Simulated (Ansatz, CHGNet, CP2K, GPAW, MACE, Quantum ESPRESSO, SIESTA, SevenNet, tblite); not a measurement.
# How far do other methods lie from plane waves? The unslipped end of a generalised stacking fault on (111) (glide set) of a GaP-AlP solid solution (72 atoms)

Aim: forces, pressure and gap of the unslipped end of a generalised stacking fault on (111) (glide set) of a GaP-AlP solid solution (72 atoms) at one geometry, from other programs and methods, against plane-wave PBE.

Results are calculated, not measured.

### Step 1. The structure

The cell holds 72 atoms (18 Al, 36 P and 18 Ga), with edges of 6.68, 11.58 and 19.10 Å. Recipe: zinc-blende GaP lattice (a = 5.4569 Å, the value set for the mixture), cell with z along [111], 1 x 3 x 2 periods; the third cell vector is tilted by 0.000 of 1/2[11-2] and lengthened by 0.2 Å, so the stacking has no slip (glide set); displaced by a Gaussian of 0.01 Å; 18 of 36 Ga sites given to Al at random (lattice constant by Vegard's rule between GaP and AlP). Then every atom was moved at random, 0.02 Å r.m.s. a Cartesian component. The density is 3.21 g/cm³.

### Step 2. The reference input

Quantum ESPRESSO 7.5: Kohn-Sham DFT, PBE, SSSP efficiency 1.3.0 pseudopotentials, plane waves. Its input, pw.in:

```
&control
  calculation = 'scf'
  pseudo_dir = './pseudo'
  outdir = './tmp'
  disk_io = 'none'
  tprnfor = .true.
  tstress = .true.
/
&system
  ibrav = 0
  nat = 72
  ntyp = 3
  ecutwfc = 60
  ecutrho = 480
  nosym = .true.
  occupations = 'smearing'
  smearing = 'fd'
  degauss = 0.003675
/
&electrons
  conv_thr = 3.6e-07
  electron_maxstep = 100
  mixing_beta = 0.2
  mixing_mode = 'local-TF'
  diagonalization = 'david'
/
ATOMIC_SPECIES
Al 26.982 Al.upf
P 30.974 P.upf
Ga 69.723 Ga.upf
CELL_PARAMETERS angstrom
6.68331 0.00000 0.00000
0.00000 11.57583 0.00000
0.00000 0.00000 19.10326
ATOMIC_POSITIONS crystal
Al 0.48955 0.16623 0.02020
P 0.50643 0.16695 0.14473
Ga 0.82810 0.16605 0.18841
P 0.83594 0.16879 0.30927
[... 66 atom lines left out ...]
Al 0.16214 0.83411 0.84429
P 0.16420 0.83057 0.96928
K_POINTS gamma
```

```console
$ OMP_NUM_THREADS=1 mpirun -np 4 pw.x -in pw.in > output.txt
```

The job ended after 14 min (4 MPI ranks of Arm Neoverse V1, shared host; peak memory 5.5 GiB; 55 min of CPU time).

It converged with an r.m.s. force component of 0.44 eV/Å and a pressure of 1.2 GPa.

Its highest filled and lowest empty levels lie 1.18 eV apart on its k-points.

### Step 3. The other programs

- CHGNet: machine-learned potential, published weights.
- CP2K 2026.2: Gaussian basis with GTH pseudopotentials and a plane-wave density; labels give functional, basis (MOLOPT sets; SR short-range, UZH the newer set with its own potentials), grid cutoff/relative cutoff and solver (OT: orbital transformation; TRS4, TC2, SIGN: linear-scaling purification with its sparsity filter), or its built-in tight binding.
- GPAW 26.7.0: PAW with atomic orbitals (LCAO), plane waves or a real-space grid of spacing h.
- MACE: machine-learned potential, published weights.
- SIESTA 5.4.2: numerical atomic orbitals, whose automatically made sets are far from complete, with PseudoDojo norm-conserving potentials that we converted to its format (checked against plane waves on the same files for H, C, O, Si, Ge and Ca alone); labels give functional, basis size, energy shift and mesh cutoff.
- SevenNet: machine-learned potential, published weights.
- tblite 0.8.0: extended tight binding, driven from Python.

All use the same cell and atoms, and the electronic-structure runs the same k-mesh.

### Step 4. All runs compared

Differences are against the reference: forces as r.m.s. over components, share as that over the reference's r.m.s. force, slope as the fitted ratio of a run's forces to the reference's.

```tsv
run	Δ force, r.m.s. (meV/Å)	share (%)	slope	Δ pressure (GPa)	Δ gap (eV)	cores	CPU time	memory (GiB)
reference	-	-	-	-	-	4	55 min	5.5
CHGNet 0.3.0 potential	258	58.3	0.441	0.202	-	1	3.7 s	0.68
CP2K PBE, DZVP-MOLOPT-SR, 400/60 Ry, diagonalisation (coarse)	327	74.0	1.075	0.703	0.0172	2	5.4 min	2.4
CP2K PBE, DZVP-MOLOPT-SR, 800/60 Ry, diagonalisation	26.2	5.91	1.021	0.288	0.0225	2	8.3 min	6.9
CP2K PBE, DZVP-MOLOPT-SR, 800/70 Ry, diagonalisation	26.2	5.91	1.021	0.288	0.0225	2	9.3 min	6.9
CP2K PBE, SZV-MOLOPT-SR, 800/60 Ry, diagonalisation (coarse)	143	32.3	1.270	4.32	1.08	1	4.9 min	6.7
CP2K PBEsol, PBE potentials, DZVP-MOLOPT-SR, 800/60 Ry, diagonalisation	51.4	11.6	1.000	-1.22	-0.133	2	8.5 min	6.9
GPAW PBE, LCAO dzp, h 0.2 Å	86.1	19.5	1.087	-	0.0194	1	4.5 min	1.5
GPAW PBE, LCAO dzp, h 0.2 Å, other mixer settings	85.8	19.4	1.085	-	0.0201	1	5 min	1.4
GPAW PBE, plane waves 450 eV	61.9	14.0	1.046	1.07	-0.0076	2	5.6 min	1.3
MACE MP-0b2 small potential	169	38.2	0.729	0.634	-	1	7 s	0.67
SIESTA PBE, DZ, shift 0.01 Ry, mesh 300 Ry (coarse)	73.1	16.5	1.059	2.6	0.599	1	2.5 min	0.89
SIESTA PBE, DZP, shift 0.01 Ry, mesh 300 Ry	22.8	5.16	1.015	0.0416	-0.0591	2	7.4 min	1.7
SIESTA PBE, SZP, shift 0.01 Ry, mesh 300 Ry (coarse)	60.2	13.6	1.085	3.11	0.0166	1	5.1 min	1.3
SIESTA PBE, TZP, shift 0.01 Ry, mesh 300 Ry	16.5	3.72	1.018	-0.152	-0.0297	2	10 min	2.0
SIESTA PBEsol, DZP, shift 0.01 Ry, mesh 300 Ry	32.6	7.36	0.990	-2.28	-0.179	2	7.3 min	1.7
SevenNet 0 potential	146	33.0	0.786	0.126	-	1	8.1 s	0.77
tblite GFN1-xTB	282	63.7	0.908	4.35	-	1	8 s	0.14
```

Rows marked coarse were listed beforehand as settings not expected to be converged; some can still land near the reference.

Times of the machine-learned potentials are mostly Python's start and the loading of weights.

Runs without a result: CP2K GFN1-xTB, diagonalisation (not converged).

At other geometries of this session 1 more runs gave no result.

CPU time is summed over cores on shared hosts, so it is rough.

### Step 5. Findings

Forces lie from 3.7 % (SIESTA PBE, TZP, shift 0.01 Ry, mesh 300 Ry) to 74 % (CP2K PBE, DZVP-MOLOPT-SR, 400/60 Ry, diagonalisation, coarse) of the reference's r.m.s. force of 0.44 eV/Å away from it. Other PBE runs on plane waves or a grid: GPAW PBE, plane waves 450 eV 14 % of the r.m.s. force; potentials, cutoffs or grids differ between them, and this table alone doesn't tell which side is nearer the exact PBE result. The PBE runs in local orbitals, coarse settings apart, differ by 3.7 % (SIESTA PBE, TZP, shift 0.01 Ry, mesh 300 Ry) to 19 % (GPAW PBE, LCAO dzp, h 0.2 Å); basis, grid and potentials can all enter. Tight binding differs by 64 % (tblite GFN1-xTB); it is another model, with fitted parameters of its own, and the xTB methods hold dispersion.

Machine-learned potentials differ by 33 % (SevenNet 0 potential) to 58 % (CHGNet 0.3.0 potential); they were trained on other programs' data. Among those trained on PBE data the slope goes as low as 0.44. Rows with another functional or a dispersion term differ by 7.4 % (SIESTA PBEsol, DZP, shift 0.01 Ry, mesh 300 Ry) to 12 % (CP2K PBEsol, PBE potentials, DZVP-MOLOPT-SR, 800/60 Ry, diagonalisation), which mixes the change of model with differences of basis and potentials, some of them made for another functional. Runs with settings chosen to be coarse differ by 14 % (SIESTA PBE, SZP, shift 0.01 Ry, mesh 300 Ry) to 74 % (CP2K PBE, DZVP-MOLOPT-SR, 400/60 Ry, diagonalisation), their programs' other errors included. CP2K PBE, SZV-MOLOPT-SR, 800/60 Ry, diagonalisation stiffens the forces by a factor of 1.27 while following their directions (correlation 0.991). From CP2K PBE, DZVP-MOLOPT-SR, 400/60 Ry, diagonalisation to the finer CP2K PBE, DZVP-MOLOPT-SR, 800/70 Ry, diagonalisation the share falls from 74 to 5.9 %. Pressures at PBE, coarse settings apart, lie -0.15 to +1.07 GPa from the reference's. Gaps at PBE, coarse settings apart, lie -0.06 to +0.02 eV from the reference's, on k-points that hold the band edges only if these fold onto them.

**Limits.** Periodic xTB results under one method name differ between programs and library versions. The potentials hold different valence shells: 468 electrons in the reference, 288 in GPAW; this bears on time and differences. GPAW's setups keep the filled d shell of Ga in the core. The reference's pressure holds the uncorrected Pulay stress of its 60 Ry basis, so small pressure differences may be the reference's own error. GPAW's Ga setup keeps the 3d shell in the core. Machine-learned potentials mimic data converged in k, so the reference's own k-point error enters their differences. The reference's stress is far from hydrostatic: its diagonal is -3.4, 6.3, 0.7 GPa, compression counted positive. The host structure and its lattice constant were typed by rule, without a check against the phase diagram. The electronic-structure runs sample only Γ, in a cell whose shortest periodic width is 7 Å. The reference's 60/480 Ry lie under the cutoffs that SSSP recommends for Ga (70/560 Ry). Spin–orbit coupling is left out. Where levels are smeared, the DFT runs use Fermi–Dirac occupations at 580 K (0.05 eV), and energies are free energies. The atoms were displaced at random, and shares hang on the size of the forces that this gives. The reference's cutoffs and mesh weren't converged further here.

[Logs are printed without paths, hosts, clocks, repeated set-up lines and the standing remarks that a program may print on its own settings, such as how far it seeks lower states.]

[Hosts, paths, dates, database ids (printed as entryN), source tags and the programs' standing remarks are cut or masked in the printed files.]

[Cells were taken only where this reference lay near another plane-wave run.]
